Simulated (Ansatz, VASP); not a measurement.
Two plane-wave programs on Ge

Contents of POSCAR:

```
Ge
1.0
    1.4365258600     -2.6738082218      0.0000000000
    1.4365258600      2.6738082218      0.0000000000
    0.0000000000      0.0000000000      2.5523350187
Ge
1
Direct
    0.5000000000      0.5000000000      0.0000000000
```

Contents of INCAR.step1:

```
PREC = Accurate ; ENCUT = 520
ISMEAR = 0 ; SIGMA = 0.15
LREAL = F ; LASPH = T
NELM = 100 ; NBANDS = 13
GGA = PE ; ALGO = Normal
EDIFF = 1E-4 ; LWAVE = T
LCHARG = F
```

The input INCAR.step2:

```
PREC = Accurate ; ENCUT = 520
EDIFF = 1E-6 ; ISMEAR = 0
SIGMA = 0.15 ; LREAL = F
LASPH = T ; NELM = 100
ALGO = Normal ; ISIF = 2
LWAVE = F ; LCHARG = F
METAGGA = R2SCAN ; LMIXTAU = T
NBANDS = 13 ; ISTART = 1
```

The input KPOINTS:

```
regular mesh
0
Gamma
  22 22 20
```

Input for Ansatz:

```yaml
crystal:
  lattice:
    - [1.43652586, -2.6738082218, 0.0]
    - [1.43652586, 2.6738082218, 0.0]
    - [0.0, 0.0, 2.5523350187]
  atoms:
    - { symbol: Ge, position: [0.5, 0.5, 0.0] }
basis:
  ecutwfc: 500
kpoints:
  mp_grid: { grid: [22, 22, 20] }
hamiltonian:
  xc: r2scan
scf:
  occupations: { method: gaussian, width: 0.15 }
output:
  forces: true
  stress: true
  eigenvalues: true
```

Alike in both runs: task single point; functional r2SCAN; k mesh 22 × 22 × 20; occupations gaussian, width 0.15 eV; no spin polarisation.

```csv
,VASP,Ansatz
version,VASP 6.6.1,Ansatz 0.2.0
potentials or method,"VASP PAW PBE potentials, release 64 (Ge_d)","scalar-relativistic, plane waves, PAW"
plane-wave cutoff (eV),520,500
valence electrons in the cell,14,14
```

|  | VASP | Ansatz | Ansatz less VASP |
| --- | --- | --- | --- |
| gap on the k mesh at the Fermi level (eV) | none | none | - |
| pressure (GPa) | -2.4 | -2.2 | +0.21 |
| largest component of the traceless stress (GPa) | 9.54 | 9.49 | -0.044 |

A gap of «none» marks a metal or a gap that the smearing closes. With one functional, cell and mesh, what is left measures potentials, basis and numerics.

Caveats: the PAW data sets were made with another functional, which shifts forces and pressure a little (VASP).
